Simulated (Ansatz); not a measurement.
# MgS (NiAs type): the dielectric function from several functionals

How does MgS (NiAs type) absorb light if electrons and holes don't interact? Plan: HSE06 for the gap; optics with PBE on 6×6×4; optics with r2SCAN on 6×6×4; optics with PBE and scissors to the HSE06 gap on 6×6×4.

Program: Ansatz 0.2.0. Level of theory: plane waves, PAW; no local fields, no excitons. These are calculated values, not measurements.

1 further run of the same task is left out (it didn't finish).

**1. The system as given**

The structure is hexagonal, space group P6_3/mmc (No. 194). Conventional cell: a = 3.645 Å, b = 3.645 Å, c = 6.147 Å, α = 90.00°, β = 90.00°, γ = 120.00°. Around Mg (site symmetry -3m) lie 6 S at 2.61 Å. S (site symmetry -6m2) is surrounded by 6 Mg at 2.61 Å.

Structure file:

```
CELL_PARAMETERS angstrom
3.64543 0.00000 0.00000
-1.82272 3.15704 0.00000
0.00000 0.00000 6.14736
ATOMIC_POSITIONS crystal
Mg 0.00000 0.00000 0.00000
Mg 0.00000 0.00000 0.50000
S 0.33333 0.66667 0.25000
S 0.66667 0.33333 0.75000
```

The cell was relaxed beforehand with r2SCAN; those runs aren't shown.

**2. A hybrid for the gap**

Input file input.yaml:

```yaml
crystal:
  lattice:
    - [3.6454348056, 0.0, 0.0]
    - [-1.8227174028, 3.1570391495, 0.0]
    - [0.0, 0.0, 6.1473560907]
  atoms:
    - { symbol: Mg, position: [0.0, 0.0, 0.0] }
    - { symbol: Mg, position: [0.0, 0.0, 0.5] }
    - { symbol: S, position: [0.3333333333, 0.6666666667, 0.25] }
    - { symbol: S, position: [0.6666666667, 0.3333333333, 0.75] }
kpoints:
  mp_grid: { grid: [6, 6, 2] }
  band_path:
    path:
      - [0.0, 0.0, 0.0]
      - [0.5, 0.0, 0.0]
      - [0.3333333333, 0.3333333333, 0.0]
      - [0.0, 0.0, 0.5]
      - [0.5, 0.0, 0.5]
      - [0.3333333333, 0.3333333333, 0.5]
    npoints: 1
hamiltonian:
  xc: hse06
scf:
  occupations: { method: fixed }
  n_extra_bands: 5
output:
  forces: true
  stress: true
  eigenvalues: true
```

On the command line:

```sh
> ansatz run input.yaml --threads 4 --pin off --max-ram 3686MiB --backend cpu --events-out ev --progress --plain --runs-dir out
```

The runs that follow: Optics, PBE; Optics, r2SCAN; Optics, PBE with a scissors shift.

Q: Predict the results of all the runs planned. Wanted: ε∞, PBE; ε∞, r2SCAN; tallest peak of ε₂, PBE; tallest peak of ε₂, r2SCAN; HSE06 direct gap.

As calculated:

```
                                  quantity                     value
                                   ε∞, PBE  5.89 (xx, yy), 5.99 (zz)
                                ε∞, r2SCAN  5.15 (xx, yy), 5.23 (zz)
                ε∞, PBE + 1.11 eV scissors  5.19 (xx, yy), 5.28 (zz)
                   tallest peak of ε₂, PBE           18.4 at 5.85 eV
                tallest peak of ε₂, r2SCAN           17.2 at 6.50 eV
tallest peak of ε₂, PBE + 1.11 eV scissors           18.5 at 6.95 eV
                          HSE06 direct gap                   4.65 eV
```

From PBE to PBE + 1.11 eV scissors the direct gap grows from 3.54 to 4.65 eV, and ε∞ goes from 5.92 to 5.22 (mean of the axes). The response is anisotropic: with PBE ε∞ is 5.89 (xx, yy), 5.99 (zz). Local fields and excitons are left out: both change ε∞, and without excitons the onset lacks its lines.
